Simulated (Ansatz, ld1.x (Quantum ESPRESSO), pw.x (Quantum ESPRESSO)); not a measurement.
vanadium (fcc): variants of one TM potential in the solid

* Element: vanadium
* Generator: ld1.x (Quantum ESPRESSO) 7.5
* Type: norm-conserving Troullier–Martins (Kleinman–Bylander form)
* Functional: PBE
* Relativity: scalar-relativistic
* Frozen core: [Ar]
* Valence charge: 5
* Reference configuration: 3d3 4s2 4p0
* Partial waves: 4p (bound, empty): rc 3.75 bohr; 3d (bound): rc 2.30 bohr; 4s (bound): rc 2.75 bohr
* Local potential: the s channel
* Core correction: a·sin(br)/r model core inside 1.70 bohr

Crystal test: fcc V in pw.x 7.5, no spin, 15³ k-points, Fermi–Dirac smearing 0.01 Ry, cutoffs set for each file from its atomic test. The reference is all-electron LAPW (Ansatz 0.2.0) with the same functional, mesh and smearing; V0 and B0 come from Birch–Murnaghan fits to the pressures at five volumes. Errors are pseudo minus all-electron; Δ is the rms difference of the E(V) curves that follow from these fits, minima aligned, over ±6 % about the mean V0. Mesh and smearing are coarse, so the numbers serve the comparison and aren't converged zero-temperature values; the lattice is a test structure that the element need not adopt.

All-electron: a0 = 3.820 Å (V0 = 13.94 Å³/atom), B0 = 173.4 GPa.

Base: The largest radius (3.75 bohr) exceeds half the bond length (2.55 bohr), so the spheres overlap, which is one possible source of error among others. This is a poor potential for the solid. Atomic configuration tests: 1 of 7 tests not solved or not reliable.

A dash in a converged row means that the minimum lies outside the volumes sampled.

| change | cutoffs (Ry) | pw.x | a0 (Å) | a0 error (%) | B0 error (%) | Δ (meV/atom) | mean pressure error (GPa) |
| --- | --- | --- | --- | --- | --- | --- | --- |
| base | 70/280 | converged | – | – | – | – | +14.07 |
| wave 4s (bound): rc 2.75 bohr becomes 4s (bound): rc 1.94 bohr | 75/300 | converged | – | – | – | – | +11.20 |
| wave 4s (bound): rc 2.75 bohr becomes 4s (bound): rc 2.48 bohr | 70/280 | converged | – | – | – | – | +14.66 |
| wave 4s (bound): rc 2.75 bohr becomes 4s (bound): rc 3.10 bohr | 70/280 | converged | – | – | – | – | +10.82 |
| wave 4s (bound): rc 2.75 bohr becomes 4s (bound): rc 3.56 bohr | 70/280 | converged | 3.836 | +0.41 | +0.4 | 6.5 | +2.15 |
| wave 4s (bound): rc 2.75 bohr becomes 4s (bound): rc 3.94 bohr | 70/280 | converged | – | – | – | – | -15.82 |
